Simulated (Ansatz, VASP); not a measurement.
## WC (Qusongite): VASP beside Ansatz

INCAR

```
SYSTEM = WC
  PREC = Accurate
  ENCUT = 680
  EDIFF = 1E-6
  ISMEAR = -1
  SIGMA = 0.05
  LREAL = .False.
  LASPH = .True.
  NELM = 100
  ALGO = Normal
  ISIF = 3
  LWAVE = .False.
  LCHARG = .False.
  GGA = PE
  IBRION = 2
  NSW = 60
  EDIFFG = -0.005
```

The input KPOINTS:

```
Automatic mesh
0
Gamma
  10 10 9
  0 0 0
```

The input POSCAR:

```
WC
1.0
    2.9065000000      0.0000000000      0.0000000000
   -1.4532500000      2.5171028361      0.0000000000
    0.0000000000      0.0000000000      2.8366000000
W C
1 1
Direct
    0.0000000000      0.0000000000      0.0000000000
    0.6666666667      0.3333333333      0.5000000000
```

The input input.yaml:

```yaml
crystal:
  lattice:
    - [2.9065, 0.0, 0.0]
    - [-1.45325, 2.5171028361, 0.0]
    - [0.0, 0.0, 2.8366]
  atoms:
    - { symbol: W, position: [0.0, 0.0, 0.0] }
    - { symbol: C, position: [0.6666666667, 0.3333333333, 0.5] }
hamiltonian:
  xc: pbe
  pseudopotentials: { kind: paw }
kpoints:
  mp_grid: { grid: [10, 10, 9] }
scf:
  occupations: { method: fermi_dirac, width: 0.05 }
output:
  forces: true
  stress: true
relax:
  f_tol: 0.01
  max_steps: 40
  cell: { stress_tol: 0.05 }
```

Alike in both runs: task relaxation of cell and atoms; functional PBE; k mesh 10 × 10 × 9; occupations fermi-dirac, width 0.05 eV; no spin polarisation.

|  | VASP | Ansatz |
| --- | --- | --- |
| version | VASP 6.6.1 | Ansatz 0.2.0 |
| potentials or method | VASP PAW PBE potentials, release 64 (W_sv_GW, C_GW) | Ansatz PAW |
| plane-wave cutoff (eV) | 680 | 420 |
| valence electrons in the cell | 18 | 18 |

```tsv
	VASP	Ansatz	Ansatz less VASP
relaxed volume (Å³/atom)	10.52	10.52	+0.004
relaxed cell length with the largest relative difference (Å)	2.922	2.923	+0.0004
energy change over the relaxation (meV/atom)	-2	-3	-0.2
```

Caveats: the plane-wave basis is chosen anew once the cell has moved, so the energies of steps on either side of that aren't comparable (Ansatz); the pressure holds a Pulay correction of +0.3 GPa for the finite cutoff (Ansatz). Spin-orbit coupling is left out, which matters for the levels of W. Zero-point motion and thermal expansion aren't in these numbers. PBE usually gives volumes a little too large and moduli too small.
